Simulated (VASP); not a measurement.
# Te2Mo in VASP: reference runs

How does Te2Mo come out in PBE? The cell is run as given and disturbed.

Everything below comes from runs of VASP 6.6.1. Logs are shortened: lines on timing, memory, paths and dates and some standing lists are left out, and cuts for length are marked.

## (1) Starting point

The cell holds a slab with vacuum, 12 atoms: a = 3.561 Å, b = 3.561 Å, c = 38.990 Å, α = 90.00°, β = 90.00°, γ = 120.00°.

## (2) Single point, PBE

INCAR

```
SYSTEM = Te2Mo
  PREC = Accurate
  ENCUT = 520
  EDIFF = 1E-7
  ISMEAR = -1
  SIGMA = 0.05
  LREAL = .False.
  LASPH = .True.
  NELM = 60
  ALGO = Normal
  ISIF = 2
  LWAVE = .False.
  LCHARG = .False.
  GGA = PE
  NBANDS = 64
```

KPOINTS

```
Automatic mesh
0
Gamma
  9 9 1
  0 0 0
```

POSCAR

```
Te2Mo
1.0
    3.5613831954      0.0000000000      0.0000000000
   -1.7806915977      3.0842483198      0.0000000000
    0.0000000000      0.0000000000     38.9902681400
Te Mo
8 4
Direct
    0.3333333333      0.6666666667      0.3282231700
    0.3333333333      0.6666666667      0.9518180900
    0.6666666667      0.3333333333      0.1400809200
    0.6666666667      0.3333333333      0.7636306700
    0.6666666667      0.3333333333      0.0481819100
    0.6666666667      0.3333333333      0.6717768300
    0.3333333333      0.6666666667      0.2363693300
    0.3333333333      0.6666666667      0.8599190800
    0.6666666667      0.3333333333      0.2823380000
    0.6666666667      0.3333333333      0.9058588400
    0.3333333333      0.6666666667      0.0941411600
    0.3333333333      0.6666666667      0.7176620000
```

Potentials or basis: VASP PAW PBE potentials, release 64 (Te, Mo_sv).

On the command line:

```
cat potpaw_PBE.64/Te/POTCAR potpaw_PBE.64/Mo_sv/POTCAR > POTCAR
mpirun -np 1 vasp_std > vasp.out
```

OUTCAR:

```text
SYSTEM = Te2Mo
   PREC = Accurate
   ENCUT = 520
   EDIFF = 1E-7
   ISMEAR = -1
   LREAL = .False.
   LASPH = .True.
   NELM = 60
   ISIF = 2
   GGA = PE

 ion  position               nearest neighbor table
   1  0.333  0.667  0.328-   9 2.73   9 2.73   9 2.73   7 3.58
   2  0.333  0.667  0.952-  10 2.73  10 2.73  10 2.73   8 3.58
   3  0.667  0.333  0.140-  11 2.73  11 2.73  11 2.73   5 3.58
   4  0.667  0.333  0.764-  12 2.73  12 2.73  12 2.73   6 3.58
   5  0.667  0.333  0.048-  11 2.73  11 2.73  11 2.73   3 3.58
   6  0.667  0.333  0.672-  12 2.73  12 2.73  12 2.73   4 3.58
   7  0.333  0.667  0.236-   9 2.73   9 2.73   9 2.73   1 3.58
   8  0.333  0.667  0.860-  10 2.73  10 2.73  10 2.73   2 3.58
   9  0.667  0.333  0.282-   1 2.73   1 2.73   1 2.73   7 2.73   7 2.73   7 2.73
  10  0.667  0.333  0.906-   8 2.73   8 2.73   8 2.73   2 2.73   2 2.73   2 2.73
  11  0.333  0.667  0.094-   3 2.73   3 2.73   3 2.73   5 2.73   5 2.73   5 2.73
  12  0.333  0.667  0.718-   6 2.73   6 2.73   6 2.73   4 2.73   4 2.73   4 2.73

  LATTYP: Found a hexagonal cell.
 ALAT       =     3.5613831954
 C/A-ratio  =    10.9480687701

  Lattice vectors:

 A1 = (   3.5613831954,   0.0000000000,   0.0000000000)
 A2 = (  -1.7806915977,   3.0842483198,   0.0000000000)
 A3 = (   0.0000000000,   0.0000000000,  38.9902681400)

Analysis of symmetry for initial positions (statically):
=====================================================================
 Subroutine PRICEL returns:
 Original cell was already a primitive cell.

 Routine SETGRP: Setting up the symmetry group for a
 hexagonal supercell.

 Subroutine GETGRP returns: Found 12 space group operations
 (whereof 12 operations were pure point group operations)
 out of a pool of 24 trial point group operations.

The static configuration has the point symmetry D_3d.

Analysis of symmetry for dynamics (positions and initial velocities):
=====================================================================
 Subroutine PRICEL returns:
 Original cell was already a primitive cell.

 Routine SETGRP: Setting up the symmetry group for a
 hexagonal supercell.

 Subroutine GETGRP returns: Found 12 space group operations
 (whereof 12 operations were pure point group operations)
 out of a pool of 24 trial point group operations.

The dynamic configuration has the point symmetry D_3d.

 Subroutine INISYM returns: Found 12 space group operations
 (whereof 12 operations are pure point group operations),
 and found     1 'primitive' translations

[... 116 lines left out ...]
   ISMEAR =    -1;   SIGMA  =   0.05  broadening in eV -4-tet -1-fermi 0-gaus
   EFERMI_NEDOS =   21; number of points for ismear=-14 and -15
   IALGO  =     38    algorithm
   IMIX   =      4    mixing-type and parameters
     AMIX     =   0.40;   BMIX     =  1.00
     AMIX_MAG =   1.60;   BMIX_MAG =  1.00
  volume/ion in A,a.u.               =      35.69       240.85
  Fermi-wavevector in a.u.,A,eV,Ry     =   1.021358  1.930086 14.193210  1.043171
  Thomas-Fermi vector in A             =   2.154978
   LORBIT       =      0    0 simple, 1 ext, 2 COOP (PROOUT), +10 PAW based schemes
   GGA     = PE    functional components
   LHFCALC =     F    Hartree Fock is set to
   AEXX    =    0.0000 exact exchange contribution
   IVDW    =     0    specifies the selected vdW correction
   LEPSILON=     F    determine dielectric tensor
   LRPA    =     F    only Hartree local field effects (RPA)
 non-spin polarized calculation
  energy-cutoff  :      520.00
  volume of cell :      428.28
 maximum number of plane-waves:     11653
 NGX is ok and might be reduce to    28
   NGX = 13   NGY = 13   NGZ =145

 number of electron     104.0000004 magnetization

 Free energy of the ion-electron system (eV)
  ---------------------------------------------------
  ext. energy  EPLUGINS =         0.00000000
  ---------------------------------------------------
  free energy    TOTEN  =       -72.11387623 eV

  energy without entropy =      -72.11386498  energy(sigma->0) =      -72.11387060

 E-fermi :   4.6264     XC(G=0):  -7.7703

 val. band max:        4.1446463261   @ k =   0.0000   0.0000   0.0000
 cond. band min:       5.1372800077   @ k =   0.3333   0.3333   0.0000
 fundamental gap:      0.9926336816
 Fermi energy:         4.6263870343

 k-point     1 :       0.0000    0.0000    0.0000
  band No.  band energies     occupation
      1     -56.5775      2.00000
      2     -56.5775      2.00000
      3     -56.5740      2.00000
      4     -56.5740      2.00000
      5     -30.7212      2.00000
      6     -30.7212      2.00000
[... 793 lines left out ...]
     63       6.5934      0.00000
     64       6.5934      0.00000

------------------------ aborting loop because EDIFF is reached ----------------------------------------

  FORCE on cell =-STRESS in cart. coord.  units (eV):
  Direction    XX          YY          ZZ          XY          YZ          ZX
  --------------------------------------------------------------------------------------
  -------------------------------------------------------------------------------------
  Total        0.7448713      0.7448713      3.4369055      0.0000000      0.0000000     -0.0000000
  in kB        2.7865548      2.7865548     12.8574225      0.0000000      0.0000000     -0.0000000
  external PRESSURE =       6.1435107 kB  Pullay stress =       0.0000000 kB

 VOLUME and BASIS-vectors are now :
 -----------------------------------------------------------------------------
  energy-cutoff  :      520.00
  volume of cell :      428.28
      direct lattice vectors                 reciprocal lattice vectors
     3.561383195  0.000000000  0.000000000     0.280789779  0.162114054  0.000000000
    -1.780691598  3.084248320  0.000000000     0.000000000  0.324228109  0.000000000
     0.000000000  0.000000000 38.990268140     0.000000000  0.000000000  0.025647426

 POSITION                                       TOTAL-FORCE (eV/Angst)
 -----------------------------------------------------------------------------------
     -0.00000      2.05617     12.79751         0.000000      0.000000      0.230911
     -0.00000      2.05617     37.11164         0.000000     -0.000000      0.193072
      1.78069      1.02808      5.46179         0.000000     -0.000000      0.201956
      1.78069      1.02808     29.77416         0.000000      0.000000      0.194365
      1.78069      1.02808      1.87863         0.000000      0.000000     -0.193072
      1.78069      1.02808     26.19276         0.000000      0.000000     -0.230911
     -0.00000      2.05617      9.21610         0.000000      0.000000     -0.194365
     -0.00000      2.05617     33.52848         0.000000      0.000000     -0.201956
      1.78069      1.02808     11.00843         0.000000      0.000000     -0.011676
      1.78069      1.02808     35.31968         0.000000     -0.000000      0.008257
     -0.00000      2.05617      3.67059        -0.000000      0.000000     -0.008257
     -0.00000      2.05617     27.98183         0.000000     -0.000000      0.011676
 -----------------------------------------------------------------------------------
    total drift:                                0.000000     -0.000000     -0.000000

  FREE ENERGIE OF THE ION-ELECTRON SYSTEM (eV)
  ---------------------------------------------------
  free  energy   TOTEN  =       -72.1138762255 eV

  energy  without entropy=      -72.1138649760  energy(sigma->0) =      -72.11387060
```

stdout:

```text
POSCAR found type information on POSCAR TeMo
 POSCAR found :  2 types and      12 ions
 scaLAPACK will be used
 LDA part: xc-table for (Slater+PW92), standard interpolation
 POSCAR, INCAR and KPOINTS ok, starting setup
 FFT: planning ... GRIDC
 FFT: planning ... GRID_SOFT
 FFT: planning ... GRID
 WAVECAR not read
 entering main loop
```

Wall time 8.3 min (1 thread of Intel Xeon 6975P-C (Granite Rapids), shared host); peak memory 0.64 GiB.

Results:

| Quantity | Value |
| --- | --- |
| Free energy | -72.1139 eV |
| Largest force | 0.231 eV/Å |
| Band gap on the k mesh | 0.99 eV, indirect (least direct gap 1.00 eV) |

Forces on the atoms (eV/Å):
```
Te   0.000  0.000  0.231
Te   0.000  0.000  0.193
Te   0.000  0.000  0.202
Te   0.000  0.000  0.194
Te   0.000  0.000 -0.193
Te   0.000  0.000 -0.231
Te   0.000  0.000 -0.194
Te   0.000  0.000 -0.202
Mo   0.000  0.000 -0.012
Mo   0.000  0.000  0.008
Mo   0.000  0.000 -0.008
Mo   0.000  0.000  0.012
```

Caveat: spin-orbit coupling is left out, which moves the levels of the heavy elements.

## (3) Single point, PBE (atoms moved at random, drawn with an rms of 0.05 Å)

INCAR

```
ALGO = Normal
EDIFF = 1E-7
ENCUT = 520
GGA = PE
ISIF = 2
ISMEAR = -1
LASPH = True
LCHARG = False
LREAL = False
LWAVE = False
NBANDS = 64
NELM = 100
PREC = Accurate
SIGMA = 0.05
```

KPOINTS

```
k-points
0
Gamma
  9 9 1
```

POSCAR

```
Te2Mo
1.0
    3.5613831954      0.0000000000      0.0000000000
   -1.7806915977      3.0842483198      0.0000000000
    0.0000000000      0.0000000000     38.9902681400
Te Mo
8 4
Direct
    0.3404400000      0.6581160000      0.3293820000
    0.3273270000      0.6546780000      0.9512580000
    0.6738110000      0.3436570000      0.1402370000
    0.6525130000      0.3545080000      0.7631820000
    0.6598700000      0.3380190000      0.0478980000
    0.6726800000      0.3411930000      0.6714890000
    0.3346980000      0.6596930000      0.2375970000
    0.3282160000      0.6712320000      0.8600350000
    0.6753040000      0.3462090000      0.2828890000
    0.6541460000      0.3236150000      0.9061710000
    0.3245760000      0.6784950000      0.0938000000
    0.3268100000      0.6553460000      0.7180520000
```

Potentials or basis: VASP PAW PBE potentials, release 64 (Te, Mo_sv).

On the command line:

```
cat potpaw_PBE.64/Te/POTCAR potpaw_PBE.64/Mo_sv/POTCAR > POTCAR
mpirun -np 1 vasp_std > vasp.out
```

Wall time 26 min (1 thread of Intel Xeon 6975P-C (Granite Rapids), shared host); peak memory 1 GiB.

It converged, with:

- Free energy: -71.9544 eV
- Largest force: 1.482 eV/Å
- Band gap on the k mesh: 0.90 eV, indirect (least direct gap 0.93 eV)

Forces in eV/Å, atoms in the order of the input:
```
Te  -0.223  0.430  0.027
Te  -0.200  0.043  0.621
Te  -0.380  0.022  0.003
Te   0.680 -0.727  0.719
Te  -0.146  0.149 -0.198
Te  -0.061 -0.398  0.003
Te  -0.077  0.440 -0.525
Te  -0.017 -0.293 -0.179
Mo   0.298 -0.867  0.517
Mo   0.212  0.257 -0.445
Mo   0.531 -0.177  0.202
Mo  -0.617  1.123 -0.745
```

Levels at points of the mesh, in eV from the valence-band top:
| k point | band 48 | band 49 | band 50 | band 51 | band 52 | band 53 | band 54 | band 55 | band 56 | band 57 |
| --- | --- | --- | --- | --- | --- | --- | --- | --- | --- | --- |
| (0.00, 0.00, 0.00) | -0.81 | -0.71 | -0.27 | -0.12 | 0.00 | 2.62 | 2.72 | 2.84 | 2.87 | 3.01 |

Caveat: spin-orbit coupling is left out, which moves the levels of the heavy elements.
